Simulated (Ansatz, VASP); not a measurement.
**Pb: programs and potentials compared**

The starting cell:

```
CELL_PARAMETERS angstrom
0.00000 2.47502 2.47502
2.47502 0.00000 2.47502
2.47502 2.47502 0.00000
ATOMIC_POSITIONS crystal
Pb 0.00000 0.00000 0.00000
```

Alike in all runs: task relaxation of cell and atoms; functional LDA; k mesh 9 × 9 × 9; occupations fermi-dirac, width 0.05 eV; no spin polarisation; no spin-orbit coupling. LDA stands for any of its common fits.

```
                        program and potentials  plane-wave cutoff (eV)                                                 notes  equilibrium volume (Å³/atom)
                            Ansatz, Ansatz PAW                     420  potentials made for PBE, which Ansatz adapts in part                         29.01
              VASP, LDA PAW files Pb_d, 600 eV                     600                                                     -                         29.08
Ansatz, all-electron LAPW, scalar-relativistic                       -                                                     -                         29.01
```

The equilibrium volume spans 29.01 (Ansatz, Ansatz PAW) to 29.08 Å³/atom (VASP, LDA PAW files Pb_d, 600 eV), with all-electron results at 29.01. Relaxations stop with a little pressure left, so the last digit of a volume isn't settled.

Differences between rows come from potentials, basis sets and numerical settings, since the functional is the same but for its coding. Runs on potential files found faulty are left out.
